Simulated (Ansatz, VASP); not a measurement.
Ta in VASP and in Ansatz

```
CELL_PARAMETERS angstrom
-1.65399 1.65399 1.65399
1.65399 -1.65399 1.65399
1.65399 1.65399 -1.65399
ATOMIC_POSITIONS crystal
Ta 0.00000 0.00000 0.00000
```

Alike in both runs: functional PBE; k mesh 8 × 8 × 8; occupations gaussian, width 0.1 eV; no spin polarisation.

Ansatz relaxed the structure, and its values are those at the end. VASP's run is a single point on that final structure, the one shown.

|  | VASP | Ansatz |
| --- | --- | --- |
| version | VASP 6.6.1 | Ansatz 0.2.0 |
| potentials or method | VASP PAW PBE potentials, release 64 (Ta_pv) | scalar-relativistic, plane waves, PAW |
| plane-wave cutoff (eV) | 520 | 420 |
| valence electrons in the cell | 11 | 13 |

Ansatz gave:

* gap on the k mesh at the Fermi level (eV): none
* pressure (GPa): 0.0

Q: What did VASP give for the same quantities?

A: gap on the k mesh at the Fermi level (eV): none; pressure (GPa): 0.1.

A gap of «none» marks a metal or a gap that the smearing closes. The two sets of potentials don't hold the same shells in valence.

Spin-orbit coupling is left out, which matters for the levels of Ta.
